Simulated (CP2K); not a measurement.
# BaTiO3 (P1) in CP2K: reference runs

How does BaTiO3 come out in PBE? The cell is run as given.

Everything below comes from runs of CP2K 2026.2. Logs are shortened: lines on timing, memory, paths and dates and some standing lists are left out, and cuts for length are marked.

## Step 1: The cell of the first run

The typed cell holds 5 atoms: a = 4.007 Å, b = 4.007 Å, c = 4.007 Å, α = 90.00°, β = 90.00°, γ = 90.00°.

## Step 2: Single point, PBE (all atoms moved at random, sigma 0.15 Å a component)

The input, batio3_scf.inp:

```
&GLOBAL
  PROJECT batio3_scf
  RUN_TYPE ENERGY_FORCE
  PRINT_LEVEL LOW
&END GLOBAL
&FORCE_EVAL
  METHOD QS
  STRESS_TENSOR ANALYTICAL
  &DFT
    BASIS_SET_FILE_NAME BASIS_MOLOPT_UZH
    POTENTIAL_FILE_NAME POTENTIAL_UZH
    &MGRID
      CUTOFF 600
      REL_CUTOFF 60
      NGRIDS 5
    &END MGRID
    &QS
      METHOD GPW
      EPS_DEFAULT 1.0E-10
    &END QS
    &KPOINTS
      SCHEME MONKHORST-PACK 7 7 7
      GAMMA_CENTERED T
      SYMMETRY T
      SYMMETRY_BACKEND SPGLIB
    &END KPOINTS
    &SCF
      SCF_GUESS ATOMIC
      EPS_SCF 1.0E-6
      MAX_SCF 100
      ADDED_MOS 19
      CHOLESKY OFF
      EPS_EIGVAL 1.0E-7
      &DIAGONALIZATION ON
        ALGORITHM STANDARD
      &END DIAGONALIZATION
      &MIXING ON
        METHOD BROYDEN_MIXING
        ALPHA 0.4
        BETA 1.5
        NBUFFER 8
      &END MIXING
      &SMEAR ON
        METHOD FERMI_DIRAC
        ELECTRONIC_TEMPERATURE 580.23
      &END SMEAR
    &END SCF
    &XC
      &XC_FUNCTIONAL
        &GGA_X_PBE
        &END GGA_X_PBE
        &GGA_C_PBE
        &END GGA_C_PBE
      &END XC_FUNCTIONAL
    &END XC
    &PRINT
      &KPOINTS ON
      &END KPOINTS
      &MULLIKEN ON
      &END MULLIKEN
      &MO ON
        ENERGIES T
        OCCUPATION_NUMBERS T
        &EACH
          QS_SCF 0
        &END EACH
        ADD_LAST NUMERIC
      &END MO
      &LOWDIN ON
      &END LOWDIN
      &HIRSHFELD ON
        SHAPE_FUNCTION DENSITY
      &END HIRSHFELD
    &END PRINT
  &END DFT
  &SUBSYS
    &CELL
      A 4.0073000000 0.0000000000 0.0000000000
      B 0.0000000000 4.0073000000 0.0000000000
      C 0.0000000000 0.0000000000 4.0073000000
      PERIODIC XYZ
    &END CELL
    &COORD
      SCALED
      Ba  0.5090294500 0.4552911200 0.5066787400
      Ti  0.9437351000 0.0699797700 0.9543125000
      O   0.5205349200 0.0068319800 0.0554319400
      O   0.0126470200 0.4919678200 0.0527235900
      O   0.0140535100 0.9759293100 0.4308532400
    &END COORD
    &KIND Ba
      BASIS_SET TZVP-MOLOPT-PBE-GTH-q10
      POTENTIAL GTH-PBE-q10
    &END KIND
    &KIND Ti
      BASIS_SET TZVP-MOLOPT-PBE-GTH-q12
      POTENTIAL GTH-PBE-q12
    &END KIND
    &KIND O
      BASIS_SET TZVP-MOLOPT-PBE-GTH-q6
      POTENTIAL GTH-PBE-q6
    &END KIND
    &PRINT
      &ATOMIC_COORDINATES ON
      &END ATOMIC_COORDINATES
      &CELL ON
      &END CELL
    &END PRINT
  &END SUBSYS
  &PRINT
    &FORCES ON
    &END FORCES
    &STRESS_TENSOR ON
    &END STRESS_TENSOR
  &END PRINT
&END FORCE_EVAL
```

Potentials or basis: POTENTIAL_UZH Ba GTH-PBE-q10, Ti GTH-PBE-q12, O GTH-PBE-q6; TZVP-MOLOPT-PBE-GTH basis.

Command:

```bash
$ OMP_NUM_THREADS=1 mpirun -n 2 cp2k.psmp -i batio3_scf.inp -o batio3_scf.out
```

batio3_scf.out:

```text

 CP2K| version string:                                       CP2K version 2026.2
 CP2K| Input file name                                            batio3_scf.inp

 GLOBAL| Force Environment number                                              1
 GLOBAL| Basis set file name                                    BASIS_MOLOPT_UZH
 GLOBAL| Potential file name                                       POTENTIAL_UZH
 GLOBAL| MM Potential file name                                     MM_POTENTIAL
 GLOBAL| Coordinate file name                                      __STD_INPUT__
 GLOBAL| Method name                                                        CP2K
 GLOBAL| Project name                                                 batio3_scf
 GLOBAL| Run type                                                   ENERGY_FORCE
 GLOBAL| FFT library                                                       FFTW3
 GLOBAL| Diagonalization library                                       ScaLAPACK
 GLOBAL| Cholesky decomposition library                                ScaLAPACK
 GLOBAL| DGEMM library                                                      BLAS
 GLOBAL| Direct generalized diagonalization requested                          F
 GLOBAL| Matrix multiplication library                                 ScaLAPACK
 GLOBAL| Global print level                                                  LOW
 GLOBAL| Total number of message passing processes                             2
 GLOBAL| Number of threads for this process                                    1
 GLOBAL| CPU model name                                                  UNKNOWN

 CELL| Volume [angstrom^3]:                                            64.351040
 CELL| Vector a [angstrom]:       4.007     0.000     0.000   |a| =     4.007300
 CELL| Vector b [angstrom]:       0.000     4.007     0.000   |b| =     4.007300
 CELL| Vector c [angstrom]:       0.000     0.000     4.007   |c| =     4.007300
 CELL| Angle (b,c), alpha [degree]:                                    90.000000
 CELL| Angle (a,c), beta  [degree]:                                    90.000000
 CELL| Angle (a,b), gamma [degree]:                                    90.000000
 CELL| Numerically orthorhombic:                                             YES
 CELL| Periodicity                                                           XYZ

 CELL_REF| Volume [angstrom^3]:                                        64.351040
 CELL_REF| Vector a [angstrom     4.007     0.000     0.000   |a| =     4.007300
 CELL_REF| Vector b [angstrom     0.000     4.007     0.000   |b| =     4.007300
 CELL_REF| Vector c [angstrom     0.000     0.000     4.007   |c| =     4.007300
 CELL_REF| Angle (b,c), alpha [degree]:                                90.000000
 CELL_REF| Angle (a,c), beta  [degree]:                                90.000000
 CELL_REF| Angle (a,b), gamma [degree]:                                90.000000
 CELL_REF| Numerically orthorhombic:                                         YES
 CELL_REF| Periodicity                                                       XYZ

[... 8 lines left out ...]
 TOTAL NUMBERS AND MAXIMUM NUMBERS

  Total number of            - Atomic kinds:                                   3
                             - Atoms:                                          5
                             - Shell sets:                                     5
                             - Shells:                                        41
                             - Primitive Cartesian functions:                 27
                             - Cartesian basis functions:                    127
                             - Spherical basis functions:                    113

  Maximum angular momentum of- Orbital basis functions:                        3
                             - Local part of the GTH pseudopotential:          2
                             - Non-local part of the GTH pseudopotential:      3

 MODULE QUICKSTEP: ATOMIC COORDINATES IN ANGSTROM

   Atom Kind Element         X             Y             Z       Z(eff)     Mass
      1    1 Ba   56      2.039834      1.824488      2.030414  10.0000 137.3270
      2    2 Ti   22      3.781830      0.280430      3.824216  12.0000  47.8670
      3    3 O     8      2.085940      0.027378      0.222132   6.0000  15.9994
      4    3 O     8      0.050680      1.971463      0.211279   6.0000  15.9994
      5    3 O     8      0.056317      3.910842      1.726558   6.0000  15.9994

 SCF PARAMETERS         Density guess:                                    ATOMIC
[... 9 lines left out ...]
                        --------------------------------------------------------
                        level_shift [a.u.]:                             0.000000
                        added MOs                                        19    0
                        --------------------------------------------------------
                        Mixing method:                            BROYDEN_MIXING
[... 11 lines left out ...]
 *******************************************************************************
[... 91 lines left out ...]

  Overlap energy of the core charge distribution:               0.00000000000875
  Self energy of the core charge distribution:               -283.45384513455707
  Core Hamiltonian energy:                                     73.13469760152910
  Hartree energy:                                             100.24132313425650
  Exchange-correlation energy:                                -21.80838016278285
  Electronic entropic energy:                                  -0.00000000000003
  Fermi energy:                                                 0.36217766131361

  Total energy:                                              -131.88620456154558
  Total energy (extrapolated to T->0):                       -131.88620456154558

 MO| EIGENVALUES AND OCCUPATION NUMBERS FOR K POINT 1
 MO|
 MO|  Index      Eigenvalue [a.u.]        Eigenvalue [eV]             Occupation
 MO|      1              -1.756084             -47.785470               2.000000
 MO|      2              -0.891787             -24.266747               2.000000
 MO|      3              -0.890518             -24.232214               2.000000
 MO|      4              -0.885306             -24.090392               2.000000
 MO|      5              -0.610648             -16.616577               2.000000
 MO|      6              -0.297575              -8.097429               2.000000
[... 481 lines left out ...]
 MO|     38               0.983083              26.751045               0.000000
 MO|     39               1.028233              27.979633               0.000000
 MO| Sum:                                                              40.000000
 MO| E(Fermi):            0.362178 a.u.          9.855355 eV
 MO| Band gap:            0.134839 a.u.          3.669146 eV

 MO| EIGENVALUES AND OCCUPATION NUMBERS FOR K POINT 12
 MO|
 MO|  Index      Eigenvalue [a.u.]        Eigenvalue [eV]             Occupation
 MO|      1              -1.756126             -47.786610               2.000000
 MO|      2              -0.891847             -24.268402               2.000000
 MO|      3              -0.890157             -24.222417               2.000000
 MO|      4              -0.884065             -24.056643               2.000000
 MO|      5              -0.613436             -16.692453               2.000000
 MO|      6              -0.310314              -8.444086               2.000000
[... 31 lines left out ...]
 MO|     38               0.984900              26.800484               0.000000
 MO|     39               1.030740              28.047849               0.000000
 MO| Sum:                                                              40.000000
 MO| E(Fermi):            0.362178 a.u.          9.855355 eV
 MO| Band gap:            0.133473 a.u.          3.631992 eV

 MO| EIGENVALUES AND OCCUPATION NUMBERS FOR K POINT 13
 MO|
 MO|  Index      Eigenvalue [a.u.]        Eigenvalue [eV]             Occupation
 MO|      1              -1.756110             -47.786176               2.000000
 MO|      2              -0.891788             -24.266797               2.000000
 MO|      3              -0.890099             -24.220817               2.000000
 MO|      4              -0.884779             -24.076057               2.000000
 MO|      5              -0.612366             -16.663322               2.000000
 MO|      6              -0.306281              -8.334332               2.000000
[... 76 lines left out ...]
 MO|     38               0.998684              27.175583               0.000000
 MO|     39               1.032509              28.095994               0.000000
 MO| Sum:                                                              40.000000
 MO| E(Fermi):            0.362178 a.u.          9.855355 eV

 [... the levels of further k-points ...]

 !-----------------------------------------------------------------------------!
                     Mulliken Population Analysis

 #  Atom  Element  Kind  Atomic population                           Net charge
       1     Ba       1          8.439078                              1.560922
       2     Ti       2         10.857368                              1.142632
       3     O        3          6.861418                             -0.861418
       4     O        3          6.856830                             -0.856830
       5     O        3          6.985306                             -0.985306
 # Total charge                             40.000000                 -0.000000

 !-----------------------------------------------------------------------------!

 !-----------------------------------------------------------------------------!
                           Hirshfeld Charges

  #Atom  Element  Kind  Ref Charge     Population                    Net charge
      1       Ba     1      10.000          9.610                         0.390
      2       Ti     2      12.000         11.534                         0.466
      3       O      3       6.000          6.279                        -0.279
      4       O      3       6.000          6.272                        -0.272
      5       O      3       6.000          6.305                        -0.305

  Total Charge                                                           -0.000
 !-----------------------------------------------------------------------------!

 LOWDIN POPULATION ANALYSIS

 #  Atom  Element  Kind  Atomic population                           Net charge
       1     Ba       1          9.119145                              0.880855
       2     Ti       2         13.781279                             -1.781279
       3     O        3          5.678005                              0.321995
       4     O        3          5.669039                              0.330961
       5     O        3          5.752532                              0.247468
 # Total charge                             40.000000                 -0.000000

 ENERGY| Total FORCE_EVAL ( QS ) energy [hartree]           -131.886201601953474

 FORCES| Atomic forces [hartree/bohr]
 FORCES|   Atom     x               y               z               |f|
 FORCES|      1 -1.94527869E-02  4.05274570E-02 -1.41013734E-02   4.71140576E-02
 FORCES|      2  5.00675372E-02 -6.40519540E-02  2.59469859E-02   8.53384858E-02
 FORCES|      3 -2.37985131E-02 -3.09421094E-03 -4.44154019E-02   5.04843668E-02
 FORCES|      4 -3.11935990E-03  1.40321800E-02 -4.27045778E-02   4.50589996E-02
 FORCES|      5 -2.68534700E-03  1.26318487E-02  7.40553565E-02   7.51729374E-02
 FORCES| Sum     1.01153025E-03  4.53207841E-05 -1.21901066E-03
 FORCES| Total atomic force                                       1.58468748E-03

 STRESS| Analytical stress tensor [bar]
 STRESS|                        x                   y                   z
 STRESS|      x        1.89814631947E+05  -2.01885206412E+04   1.81906703470E+04
 STRESS|      y       -2.01885206412E+04   1.69184500022E+05  -1.24527230593E+04
 STRESS|      z        1.81906703470E+04  -1.24527230593E+04   5.45088721534E+04
 STRESS| 1/3 Trace                                             1.37836001374E+05
 STRESS| Determinant                                           1.65199318714E+15

 STRESS| Eigenvectors and eigenvalues of the analytical stress tensor [bar]
 STRESS|                        1                   2                   3
 STRESS| Eigenvalues   5.12844876478E+04   1.56839712533E+05   2.05383803941E+05
 STRESS|      x          -0.117633962595      0.526113546766      0.842239150570
 STRESS|      y           0.084365566398      0.850356041644     -0.519400667738
 STRESS|      z           0.989466877692     -0.009956824260      0.144416618158
```

It took 1.9 min on 2 MPI ranks of Arm Neoverse V1, shared host.

Results:

| Item | Value |
| --- | --- |
| Free energy | -3588.8061 eV |
| Pressure | 13.8 GPa |
| Largest force | 4.388 eV/Å |
| Band gap on the k mesh | 2.77 eV, indirect (least direct gap 2.93 eV) |
| Mulliken charges | Ba +1.56; Ti +1.14; O -0.86, -0.99 e |
| Hirshfeld charges | Ba +0.39; Ti +0.47; O -0.28, -0.27, -0.30 e |

Forces in eV/Å, atoms in the order of the input:
```
Ba  -1.000  2.084 -0.725
Ti   2.575 -3.294  1.334
O   -1.224 -0.159 -2.284
O   -0.160  0.722 -2.196
O   -0.138  0.650  3.808
```

Stress tensor (GPa, compression positive):
```
18.98 -2.02  1.82
-2.02 16.92 -1.25
 1.82 -1.25  5.45
```

Caveat: Mulliken charges move with the basis; spin-orbit coupling is left out, which moves the levels of the heavy elements; an odd mesh through Γ misses points on the zone boundary, where band edges often lie; the basis of atomic orbitals isn't converged, which shifts pressures, moduli and gaps; forces of over 1 eV/Å show positions far from the minimum, so gaps and moduli don't describe the material at rest.
